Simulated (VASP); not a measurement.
Runs of VASP 6.6.1 on Sb. Symmetry: R-3m, No. 166, trigonal system. The conventional cell has a = 4.308 Å, b = 4.308 Å, c = 11.274 Å, α = 90.00°, β = 90.00°, γ = 120.00°. Sb (site symmetry 3m) has 3 Sb at 2.91 Å as nearest neighbours. 

```tsv
task	level	potentials or basis	spin	cell	k mesh	cutoff (eV)	smearing	ladder	k mesh for the DOS	mesh quality	gap on the mesh (eV)	pressure (GPa)	relaxed volume (Å³/atom)	largest force (eV/Å)
single point	PBE	VASP PAW PBE potentials, release 64 (Sb_d_GW)	off	as given	5 × 5 × 5	450	gaussian 0.02 eV	-	-	not flagged	0.38	2.6	-	0.03
single point	PBE	VASP PAW PBE potentials, release 64 (Sb_d_GW)	off	as given	4 × 4 × 4	450	gaussian 0.02 eV	-	-	coarse	0.12	2.7	-	0.04
single point	PBE	VASP PAW PBE potentials, release 64 (Sb_d_GW)	off	as given	4 × 4 × 4	350	gaussian 0.02 eV	-	-	coarse	0.12	2.0	-	0.04
single point	LDA	VASP PAW LDA potentials, release 64 (Sb)	off	as given	8 × 8 × 8	500	gaussian 0.05 eV	-	-	not flagged	none	-0.9	-	(b)
relaxation of cell and atoms	r2SCAN	VASP PAW PBE potentials, release 64 (Sb)	off	relaxed	8 × 8 × 8	600	fermi-dirac 0.05 eV	gaps	-	not flagged	none	0.0	31.60	-
single point	PBE	VASP PAW PBE potentials, release 64 (Sb)	off	as given	8 × 8 × 8	520	gaussian 0.05 eV	-	-	not flagged	none	2.8	-	0.19
single point	PBE	VASP PAW PBE potentials, release 64 (Sb_d_GW)	off	as given	4 × 4 × 4	500	gaussian 0.02 eV	-	-	coarse	0.12	2.7	-	(a)
single point	PBEsol	VASP PAW PBE potentials, release 64 (Sb)	off	as given	8 × 8 × 8	520	fermi-dirac 0.05 eV	free	-	not flagged	none	0.2	-	0.16
relaxation of cell and atoms	PBEsol	VASP PAW PBE potentials, release 64 (Sb)	off	relaxed	8 × 8 × 8	600	fermi-dirac 0.05 eV	gaps	-	not flagged	none	0.0	29.89	-
single point	PBE	VASP PAW PBE potentials, release 64 (Sb)	off	as given	8 × 8 × 8	520	fermi-dirac 0.05 eV	-	-	not flagged	none	2.8	-	0.20
```

Estimate the missing entries.

(a) 0.05; (b) 0.06.

Caveats: some runs use coarse meshes; spin-orbit coupling is left out, which moves the levels of the heavy elements (some runs); the PAW data sets were made with another functional, which shifts forces and pressure a little (some runs); an odd mesh through Γ misses points on the zone boundary, where band edges often lie (some runs).

A k mesh can miss the band edges, and the runs leave out spin-orbit coupling on Sb.

A gap of «none» marks a metal or a gap under the smearing width.

Not every run made on this cell is shown here.
